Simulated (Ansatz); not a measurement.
## V: experiment and calculation

**The experiment to reproduce.**

From a printed reference work, data compilation, for a bulk crystal of V at 300 K: lattice constant a 3.024 Å.

The results are compared with them further down.

Theory: DFT PBEsol, scalar-relativistic, plane waves, PAW (Ansatz 0.2.0).

Settings: cutoff 420 eV, Γ-centred mesh 20×20×20 on the computed 1-atom cell, Gaussian smearing of 0.10 eV; no spin polarisation.

Relaxed structure, symmetry kept:

```
V
1.0
    -1.47942    1.47942    1.47942
     1.47942   -1.47942    1.47942
     1.47942    1.47942   -1.47942
V
1
Direct
  0.00000 0.00000 0.00000
```

| Item | Value |
| --- | --- |
| Space group | Im-3m (No. 229) |
| Volume per atom | 87.4 bohr³ |
| Formation energy from the elements' standard states (uncorrected) | 0.000 eV/atom |
| Kohn–Sham band gap | none (metal) |
| Density of states at the Fermi level | 1.71 states/eV per cell |
| Löwdin character within 0.5 eV of the Fermi level | V 3d 87 %, V 4s 7 %, unprojected 6 % |
| Bulk modulus | 197 GPa |
| Its pressure derivative | 3.7 |
| Bader charges (e) | V (1 in the cell) 0.00 |

A ferromagnetic start lost its moments in a first run, so spin was left out; other magnetic orders weren't tried.

A measured lattice constant a of V is 3.024 Å (300 K; a printed reference work, data compilation); the calculated 2.959 Å misses it by -2.2 %. The calculation is for 0 K without zero-point motion.